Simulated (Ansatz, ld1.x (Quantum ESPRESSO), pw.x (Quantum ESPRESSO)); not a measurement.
# What a changed setting does to a pw.x run (bcc Al)

Potential: norm-conserving RRKJ (Kleinman–Bylander form), ld1.x (Quantum ESPRESSO) 7.5, PBE; core [Ne], reference 3s2 3p1; waves: 3s (bound): rc 2.30 bohr; 3d channel at 0.25 Ry: rc 2.40 bohr; 3p (bound): rc 2.15 bohr; local part: the p channel; core correction: none; rho0 0.02.

The reference run (k-mesh 14³, cutoffs 40/160 Ry, Fermi–Dirac 0.01 Ry, mixing_beta 0.4, conv_thr 1e-9, no spin) gives 0.83 GPa at 16.945 Å³/atom, where all-electron LAPW gives 0.07 GPa. This run, with its own iteration cap, changes k-mesh points per axis to 6.

```
&control
  calculation='scf', prefix='x', pseudo_dir='./', outdir='./tmp', tstress=.true., disk_io='none'
/
&system
  ibrav=0, nat=1, ntyp=1, ecutwfc=40, ecutrho=160, nbnd=8,
  occupations='smearing', smearing='fd', degauss=0.01
/
&electrons
  conv_thr=1e-09, mixing_beta=0.4, electron_maxstep=60
/
ATOMIC_SPECIES
Al 1.0 Al.UPF
CELL_PARAMETERS angstrom
  -1.61805716 1.61805716 1.61805716
  1.61805716 -1.61805716 1.61805716
  1.61805716 1.61805716 -1.61805716
ATOMIC_POSITIONS crystal
Al 0.0000 0.0000 0.0000
K_POINTS automatic
6 6 6 0 0 0
```

```bash
pw.x < Al.scf.in > Al.scf.out
```

**Question.** How does the run end?

**Answer.** It converges in 5 iterations; the free energy moves by -48.4 meV/atom and the pressure by +0.09 GPa.

```
Message from routine setup:
     using ibrav=0 with symmetry is DISCOURAGED, use correct ibrav instead
     lattice parameter (alat)  =       5.2961  a.u.
     unit-cell volume          =     114.3505 (a.u.)^3
     number of electrons       =         3.00
     number of Kohn-Sham states=            8
     kinetic-energy cutoff     =      40.0000  Ry
     charge density cutoff     =     160.0000  Ry
     scf convergence threshold =      1.0E-09
     Exchange-correlation= PBE
     number of k points=    16  Fermi-Dirac smearing, width (Ry)=  0.0100
     iteration #  1     ecut=    40.00 Ry     beta= 0.40
     total energy              =      -4.14666663 Ry
     estimated scf accuracy    <       0.00514473 Ry
     iteration #  2     ecut=    40.00 Ry     beta= 0.40
     total energy              =      -4.14647890 Ry
     estimated scf accuracy    <       0.00173071 Ry
     iteration #  3     ecut=    40.00 Ry     beta= 0.40
     total energy              =      -4.14650327 Ry
     estimated scf accuracy    <       0.00000131 Ry
     iteration #  4     ecut=    40.00 Ry     beta= 0.40
     total energy              =      -4.14650359 Ry
     estimated scf accuracy    <       0.00000051 Ry
     iteration #  5     ecut=    40.00 Ry     beta= 0.40
     the Fermi energy is     7.5745 ev
!    total energy              =      -4.14650360 Ry
     estimated scf accuracy    <          3.7E-10 Ry
     smearing contrib. (-TS)   =      -0.00095326 Ry
     The total energy is F=E-TS. E is the sum of the following terms:
     one-electron contribution =       2.79394999 Ry
     hartree contribution      =       0.00389053 Ry
     xc contribution           =      -1.58752480 Ry
     ewald contribution        =      -5.35586606 Ry
     convergence has been achieved in   5 iterations
          total   stress  (Ry/bohr**3)                   (kbar)     P=        9.21
     Message from routine punch:
     Nothing written, as per user request (disk_io='none')
```

The run took about 1.3 s on one core of a shared server CPU.
